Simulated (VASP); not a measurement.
# TiC3 (R-3m) in VASP: relaxation of cell and atoms with PBE

Aim: the relaxation of cell and atoms of TiC3 with PBE.

Program: VASP 6.6.1. These are calculated values, not measurements. Logs are shortened: lines on timing, memory, paths and dates and some standing lists are left out, and cuts for length are marked.

### Step 1. The structure

It takes space group R-3m (No. 166, trigonal). Conventional cell: a = 3.185 Å, b = 3.185 Å, c = 15.368 Å, α = 90.00°, β = 90.00°, γ = 120.00°. Ti (site symmetry -3m) is surrounded by 6 C at 2.20 Å. Around C (site symmetry -3m) lie 2 C at 1.35 Å. Around C (site symmetry 3m) lie 1 C at 1.35 Å.

The cell was built by a generator and needn't be a form met in nature.

### Step 2. Relaxation of cell and atoms, PBE

The input, INCAR:

```
SYSTEM = TiC3
PREC     = Normal         ! precision mode
ENCUT    = 520            ! plane-wave cutoff, eV
EDIFF    = 1E-4           ! SCF threshold, eV
ISMEAR   = 0              ! smearing method
SIGMA    = 0.15           ! smearing width, eV
LREAL    = .FALSE.        ! projectors in reciprocal space
LASPH    = .TRUE.         ! aspherical terms in the spheres
NELM     = 60             ! most SCF steps
ALGO     = Fast           ! electronic algorithm
ISIF     = 3              ! what is computed and relaxed
LWAVE    = .FALSE.        ! write WAVECAR
LCHARG   = .FALSE.        ! write CHGCAR
GGA      = PE             ! functional
IBRION   = 2              ! ionic algorithm
NSW      = 24             ! ionic steps
EDIFFG   = -0.08          ! ionic threshold
```

The input, KPOINTS:

```
Automatic mesh
0
G
  8 8 8
  0 0 0
```

The input, POSCAR:

```
TiC3
1.0
    1.5924288600      0.9193892300      5.1227341000
   -1.5924288600      0.9193892300      5.1227341000
    0.0000000000     -1.8387784600      5.1227341000
Ti C
1 3
Direct
    0.0000000000      0.0000000000      0.0000000000
    0.5000000000      0.5000000000      0.5000000000
    0.5880000000      0.5880000000      0.5880000000
    0.4120000000      0.4120000000      0.4120000000
```

Potentials or basis: VASP PAW PBE potentials, release 64 (Ti_sv, C).

Launch:

```console
> cat potpaw_PBE.64/Ti_sv/POTCAR potpaw_PBE.64/C/POTCAR > POTCAR
> mpirun -np 1 vasp_std > vasp.out
```

OUTCAR:

```text
SYSTEM = TiC3
   PREC = Normal
   ENCUT = 520
   EDIFF = 1E-4
   ISMEAR = 0
   LREAL = .FALSE.
   LASPH = .TRUE.
   NELM = 60
   ISIF = 3
   GGA = PE
   IBRION = 2
   NSW = 24
   EDIFFG = -0.08

 ion  position               nearest neighbor table
   1  0.000  0.000  0.000-   3 2.20   4 2.20   3 2.20   3 2.20   4 2.20   4 2.20
   2  0.500  0.500  0.500-   3 1.35   4 1.35
   3  0.588  0.588  0.588-   2 1.35   1 2.20   1 2.20   1 2.20
   4  0.412  0.412  0.412-   2 1.35   1 2.20   1 2.20   1 2.20

  LATTYP: Found a trigonal (rhomboedric) cell.
 ALAT       =     5.4427484683
 COS(alpha) =     0.8287961424

  Lattice vectors:

 A1 = (   1.5924288600,   0.9193892300,   5.1227341000)
 A2 = (  -1.5924288600,   0.9193892300,   5.1227341000)
 A3 = (   0.0000000000,  -1.8387784600,   5.1227341000)

Analysis of symmetry for initial positions (statically):
=====================================================================
 Subroutine PRICEL returns:
 Original cell was already a primitive cell.

 Routine SETGRP: Setting up the symmetry group for a
 trigonal (rhombohedral) supercell.

 Subroutine GETGRP returns: Found 12 space group operations
 (whereof 12 operations were pure point group operations)
 out of a pool of 12 trial point group operations.

The static configuration has the point symmetry D_3d.

Analysis of symmetry for dynamics (positions and initial velocities):
=====================================================================
 Subroutine PRICEL returns:
 Original cell was already a primitive cell.

 Routine SETGRP: Setting up the symmetry group for a
 trigonal (rhombohedral) supercell.

 Subroutine GETGRP returns: Found 12 space group operations
 (whereof 12 operations were pure point group operations)
 out of a pool of 12 trial point group operations.

The dynamic configuration has the point symmetry D_3d.

 Subroutine INISYM returns: Found 12 space group operations
 (whereof 12 operations are pure point group operations),
 and found     1 'primitive' translations

----------------------------------------------------------------------------------------

                                     Primitive cell

  volume of cell :      45.0000

  direct lattice vectors                    reciprocal lattice vectors
     1.592428860  0.919389230  5.122734100     0.313985769  0.181279768  0.065069419
    -1.592428860  0.919389230  5.122734100    -0.313985769  0.181279768  0.065069419
     0.000000000 -1.838778460  5.122734100     0.000000000 -0.362559537  0.065069419

  length of vectors
     5.442748468  5.442748468  5.442748468     0.368352341  0.368352341  0.368352341

  position of ions in fractional coordinates (direct lattice)
     0.000000000  0.000000000  0.000000000
     0.500000000  0.500000000  0.500000000
     0.588000000  0.588000000  0.588000000
     0.412000000  0.412000000  0.412000000

  ion indices of the primitive-cell ions
   primitive index   ion index
                 1           1
                 2           2
                 3           3
                 4           4

----------------------------------------------------------------------------------------

 KPOINTS: Automatic mesh

Automatic generation of k-mesh.
 Grid dimensions read from file:
 generate k-points for:    8    8    8

 Generating k-lattice:

  Cartesian coordinates                     Fractional coordinates (reciprocal lattice)
     0.039248221  0.022659971  0.008133677     0.125000000  0.000000000  0.000000000
    -0.039248221  0.022659971  0.008133677     0.000000000  0.125000000  0.000000000
     0.000000000 -0.045319942  0.008133677     0.000000000  0.000000000  0.125000000

  Length of vectors
     0.046044043  0.046044043  0.046044043

  Shift w.r.t. Gamma in fractional coordinates (k-lattice)
     0.000000000  0.000000000  0.000000000

 Subroutine IBZKPT returns following result:
 ===========================================

 Found     65 irreducible k-points:

 Following reciprocal coordinates:
            Coordinates               Weight
  0.000000  0.000000  0.000000      1.000000
  0.125000 -0.000000 -0.000000      6.000000
  0.250000 -0.000000 -0.000000      6.000000
  0.375000 -0.000000  0.000000      6.000000
  0.500000 -0.000000 -0.000000      3.000000
  0.125000  0.125000 -0.000000      6.000000
[... 16 lines left out ...]
  0.250000  0.125000  0.125000      6.000000
  0.375000  0.125000  0.125000      6.000000
 [... further k-points ...]
   k-points           NKPTS =     65   k-points in BZ     NKDIM =     65   number of bands    NBANDS=     16
   number of dos      NEDOS =    301   number of ions     NIONS =      4
   total plane-waves  NPLWV =  27000
   dimension x,y,z NGX =    30 NGY =   30 NGZ =   30
   dimension x,y,z NGXF=    60 NGYF=   60 NGZF=   60
   ions per type =               1   3
   NGX,Y,Z   is equivalent  to a cutoff of   9.16,  9.16,  9.16 a.u.
   NGXF,Y,Z  is equivalent  to a cutoff of  18.33, 18.33, 18.33 a.u.
 SYSTEM =  TiC3
   PREC   = normal    normal or accurate (medium, high low for compatibility)
   ISTART =      0    job   : 0-new  1-cont  2-samecut
   ICHARG =      2    charge: 1-file 2-atom 10-const
   ISPIN  =      1    spin polarized calculation?
   LNONCOLLINEAR =      F non collinear calculations
   LSORBIT =      F    spin-orbit coupling
   LASPH  =      T    aspherical Exc in radial PAW
   ENCUT  =  520.0 eV  38.22 Ry    6.18 a.u.  10.12 10.12 10.12*2*pi/ulx,y,z
   NELM   =     60;   NELMIN=  2; NELMDL= -5     # of ELM steps
   EDIFF  = 0.1E-03   stopping-criterion for ELM
   LREAL  =      F    real-space projection
   EDIFFG = -.8E-01   stopping-criterion for IOM
   NSW    =     24    number of steps for IOM
   IBRION =      2    ionic relax: 0-MD 1-quasi-New 2-CG
   NFREE  =      1    steps in history (QN), initial steepest desc. (CG)
   ISIF   =      3    stress and relaxation
   ISYM   =      2    0-nonsym 1-usesym 2-fastsym
   POTIM  = 0.5000    time-step for ionic-motion
   TEBEG  =    0.0;   TEEND  =   0.0 temperature during run
   PSTRESS=    0.0 pullay stress
   NELECT =      24.0000    total number of electrons
   NUPDOWN=      -1.0000    fix difference up-down
   EMIN   =  10.00;   EMAX   =-10.00  energy-range for DOS
   EFERMI =   0.00;   METHOD = LEGACY
   ISMEAR =     0;   SIGMA  =   0.15  broadening in eV -4-tet -1-fermi 0-gaus
   EFERMI_NEDOS =   21; number of points for ismear=-14 and -15
   IALGO  =     68    algorithm
   IMIX   =      4    mixing-type and parameters
     AMIX     =   0.40;   BMIX     =  1.00
     AMIX_MAG =   1.60;   BMIX_MAG =  1.00
  volume/ion in A,a.u.               =      11.25        75.92
  Fermi-wavevector in a.u.,A,eV,Ry     =   1.327622  2.508842 23.981355  1.762580
  Thomas-Fermi vector in A             =   2.456920
   LORBIT       =      0    0 simple, 1 ext, 2 COOP (PROOUT), +10 PAW based schemes
   GGA     = PE    functional components
   LHFCALC =     F    Hartree Fock is set to
   AEXX    =    0.0000 exact exchange contribution
   IVDW    =     0    specifies the selected vdW correction
   LEPSILON=     F    determine dielectric tensor
   LRPA    =     F    only Hartree local field effects (RPA)
 conjugate gradient relaxation of ions
 non-spin polarized calculation
 RMM-DIIS sequential band-by-band and
 Gauss-broadening in eV      SIGMA  =   0.15
  energy-cutoff  :      520.00
  volume of cell :       45.00
 maximum number of plane-waves:      1225
   NGX = 21   NGY = 21   NGZ = 21

--------------------------------------- Ionic step        1  -------------------------------------------

 number of electron      24.0000013 magnetization

 Free energy of the ion-electron system (eV)
  ---------------------------------------------------
  ext. energy  EPLUGINS =         0.00000000
  ---------------------------------------------------
  free energy    TOTEN  =       -34.39408334 eV

  energy without entropy =      -34.38744024  energy(sigma->0) =      -34.39076179

------------------------ aborting loop because EDIFF is reached ----------------------------------------

  FORCE on cell =-STRESS in cart. coord.  units (eV):
  Direction    XX          YY          ZZ          XY          YZ          ZX
  --------------------------------------------------------------------------------------
  -------------------------------------------------------------------------------------
  Total       -0.4300395     -0.4300395     -8.3880283      0.0000000     -0.0000000     -0.0000000
  in kB      -15.3111025    -15.3111024   -298.6468613      0.0000000     -0.0000000     -0.0000000
  external PRESSURE =    -109.7563554 kB  Pullay stress =       0.0000000 kB

 VOLUME and BASIS-vectors are now :
 -----------------------------------------------------------------------------
  energy-cutoff  :      520.00
  volume of cell :       45.00
      direct lattice vectors                 reciprocal lattice vectors
     1.592428860  0.919389230  5.122734100     0.313985769  0.181279768  0.065069419
    -1.592428860  0.919389230  5.122734100    -0.313985769  0.181279768  0.065069419
     0.000000000 -1.838778460  5.122734100     0.000000000 -0.362559537  0.065069419
[... 191 lines left out ...]
 POSITION                                       TOTAL-FORCE (eV/Angst)
 -----------------------------------------------------------------------------------
     -0.00000     -1.83648      4.99767        -0.000000     -0.000000      0.000000
     -0.00000      0.00000      7.49651         0.000000     -0.000000     -0.000000
     -0.00000      0.00000      8.80032        -0.000000     -0.000000      0.279624
     -0.00000      0.00000      6.19270         0.000000      0.000000     -0.279624
 -----------------------------------------------------------------------------------
    total drift:                               -0.000000     -0.000000      0.000000

  FREE ENERGIE OF THE ION-ELECTRON SYSTEM (eV)
  ---------------------------------------------------
  free  energy   TOTEN  =       -34.5342571716 eV

  energy  without entropy=      -34.5280040955  energy(sigma->0) =      -34.53113063

--------------------------------------- Ionic step        7  -------------------------------------------

 number of electron      24.0000002 magnetization

 Free energy of the ion-electron system (eV)
  ---------------------------------------------------
  ext. energy  EPLUGINS =         0.00000000
  ---------------------------------------------------
  free energy    TOTEN  =       -34.53652312 eV

  energy without entropy =      -34.53060483  energy(sigma->0) =      -34.53356397

 E-fermi :   5.7116     XC(G=0): -10.9991

 val. band max:        5.6881581642   @ k =   0.5000   0.1250   0.1250
 cond. band min:       5.8253067320   @ k =  -0.2500   0.2500   0.2500
 fundamental gap:      0.1371485678
 Fermi energy:         5.7116324174

 k-point     1 :       0.0000    0.0000    0.0000
  band No.  band energies     occupation
      1     -51.6820      2.00000
      2     -27.9626      2.00000
      3     -27.7768      2.00000
      4     -27.7768      2.00000
      5     -10.1740      2.00000
      6      -6.5685      2.00000
[... 8 lines left out ...]
     15       6.8595      0.00000
     16      11.2153      0.00000
[... 419 lines left out ...]
 k-point    24 :       0.3750    0.1250    0.1250
  band No.  band energies     occupation
      1     -51.6669      2.00000
      2     -27.9403      2.00000
      3     -27.9067      2.00000
      4     -27.8063      2.00000
      5      -9.6339      2.00000
      6      -6.6073      2.00000
[... 8 lines left out ...]
     15       7.3555      0.00000
     16       8.5650      0.00000

 [... further k-points ...]

------------------------ aborting loop because EDIFF is reached ----------------------------------------

  FORCE on cell =-STRESS in cart. coord.  units (eV):
  Direction    XX          YY          ZZ          XY          YZ          ZX
  --------------------------------------------------------------------------------------
  -------------------------------------------------------------------------------------
  Total        0.1453092      0.1453092      0.0111657     -0.0000000      0.0000000      0.0000000
  in kB        5.3652698      5.3652697      0.4122734     -0.0000000      0.0000000      0.0000000
  external PRESSURE =       3.7142710 kB  Pullay stress =       0.0000000 kB

 VOLUME and BASIS-vectors are now :
 -----------------------------------------------------------------------------
  energy-cutoff  :      520.00
  volume of cell :       43.39
      direct lattice vectors                 reciprocal lattice vectors
     1.587147729  0.916340168  4.972635905     0.315030536  0.181882965  0.067033529
    -1.587147729  0.916340168  4.972635905    -0.315030536  0.181882965  0.067033529
     0.000000000 -1.832680336  4.972635905     0.000000000 -0.363765930  0.067033529

 POSITION                                       TOTAL-FORCE (eV/Angst)
 -----------------------------------------------------------------------------------
      0.00000      1.83268      9.94527         0.000000      0.000000     -0.000000
      0.00000      0.00000      7.45895        -0.000000     -0.000000      0.000000
      0.00000      0.00000      8.76455        -0.000000      0.000000     -0.008738
      0.00000      0.00000      6.15336         0.000000     -0.000000      0.008738
 -----------------------------------------------------------------------------------
    total drift:                                0.000000      0.000000      0.000000

  FREE ENERGIE OF THE ION-ELECTRON SYSTEM (eV)
  ---------------------------------------------------
  free  energy   TOTEN  =       -34.5365231197 eV

  energy  without entropy=      -34.5306048302  energy(sigma->0) =      -34.53356397

 reached required accuracy - stopping structural energy minimisation
```

It took 5 min on 1 thread of Intel Xeon Platinum 8259CL at 2.50GHz (Skylake/Cascade Lake), shared host; peak memory 0.2 GiB.

Results:

| Item | Value |
| --- | --- |
| Free energy | -34.5365 eV |
| Relaxed volume | 10.85 Å³/atom |
| Relaxed cell | a = 5.300 Å, b = 5.300 Å, c = 5.300 Å, α = 34.85°, β = 34.85°, γ = 34.85° |
| Space group after relaxing (to 0.05 Å) | R-3m (No. 166) |
| Energy gained by relaxing | 35.6 meV/atom |
| Ionic steps | 7 |
| Pressure after relaxing | 0.4 GPa |
| Largest force after relaxing | 0.009 eV/Å |
| Band gap on the k mesh | none (metal or under the smearing width) |

Forces on the atoms (eV/Å):
```
Ti   0.000  0.000  0.000
C    0.000  0.000  0.000
C    0.000  0.000 -0.009
C    0.000  0.000  0.009
```

The path:
| step | energy change (eV) | largest force (eV/Å) | pressure (GPa) | volume (Å³) |
| --- | --- | --- | --- | --- |
| 1 | 0.0000 | 2.1702 | -10.98 | 45.00 |
| 2 | 3.0597 | 20.3013 | 62.30 | 40.03 |
| 3 | -0.1362 | 0.2602 | -2.37 | 43.98 |
| 4 | -0.1397 | 0.0154 | -1.56 | 43.88 |
| 5 | -0.1403 | 0.2054 | -0.99 | 43.82 |
| 6 | -0.1402 | 0.2796 | -0.70 | 43.79 |
| 7 | -0.1424 | 0.0087 | 0.37 | 43.39 |

Final structure:
```
Ti C
1.0
     1.58715    0.91634    4.97264
    -1.58715    0.91634    4.97264
     0.00000   -1.83268    4.97264
Ti C
1 3
Direct
  0.00000 0.00000 0.00000
  0.50000 0.50000 0.50000
  0.58752 0.58752 0.58752
  0.41248 0.41248 0.41248
```

Caveat: the relaxation stopped at a loose force limit of 0.08 eV/Å, so its end isn't a converged minimum.
